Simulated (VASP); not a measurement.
A run of VASP 6.6.1 is set up as follows.

INCAR

```
ALGO = Fast ; EDIFF = 1E-6
ENCUT = 520 ; GGA = PE
ISIF = 2 ; ISMEAR = 0
LASPH = True ; LCHARG = False
LREAL = False ; LWAVE = False
NBANDS = 48 ; NELM = 100
PREC = Accurate ; SIGMA = 0.1
```

The input KPOINTS:

```
k-points
0
Gamma
  4 4 4
```

File POSCAR:

```
Tl
1.0
    5.7965060289      0.0000000000      0.0000000000
    0.0000000000      6.3003505206      0.0000000000
   -2.6000486598      0.0000000000      5.7317771546
Tl
6
Direct
    0.0000000000      0.0000000000      0.0000000000
    0.0000000000      0.5000000000      0.5000000000
    0.4250000000      0.3600000000      0.2650000000
    0.5750000000      0.8600000000      0.2350000000
    0.5750000000      0.6400000000      0.7350000000
    0.4250000000      0.1400000000      0.7650000000
```

Potentials or basis: VASP PAW PBE potentials, release 64 (Tl_d).

The run is started by

```bash
$ cat potpaw_PBE.64/Tl_d/POTCAR > POTCAR
$ mpirun -np 1 vasp_std > vasp.out
```

Task: Predict the band gap on the k mesh.

Result: None (metal or under the smearing width).

Task: What does it give for the largest force?

Result: 0.357 eV/Å.

Task: Predict the pressure.

Result: 1.3 GPa.

Stress tensor (GPa, compression positive):
```
1.33 0.00 0.67
0.00 1.53 0.00
0.67 0.00 1.10
```

Spin-orbit coupling is left out, which matters for the levels of Tl.
